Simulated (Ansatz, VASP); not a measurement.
# Mg in VASP and in Ansatz

```xyz
2
Lattice="3.2093 0.0000 0.0000 -1.6046 2.7793 0.0000 0.0000 0.0000 5.2103" Properties=species:S:1:pos:R:3 pbc="T T T"
Mg   -0.2202    1.6433    1.0830
Mg    1.6046    0.9264    3.9077
```

Change from the starting cell: one atom moved.

Alike in both runs: task single point; functional PBE; k mesh 15 × 15 × 8; occupations gaussian, width 0.1 eV; no spin polarisation.

|  | VASP | Ansatz |
| --- | --- | --- |
| version | VASP 6.6.1 | Ansatz 0.2.0 |
| potentials or method | VASP PAW PBE potentials, release 64 (Mg) | scalar-relativistic, plane waves, PAW |
| plane-wave cutoff (eV) | 520 | 420 |
| valence electrons in the cell | 4 | 20 |

```tsv
	VASP	Ansatz	Ansatz less VASP
gap on the k mesh at the Fermi level (eV)	none	none	-
pressure (GPa)	0.3	0.4	+0.12
largest component of the traceless stress (GPa)	0.87	0.87	-0.004
rms of the force components (eV/Å)	0.400	0.400	+0.0002
```

Atom by atom the forces differ by 0.001 eV/Å (rms over components). A gap of «none» marks a metal or a gap that the smearing closes. The two sets of potentials don't hold the same shells in valence.
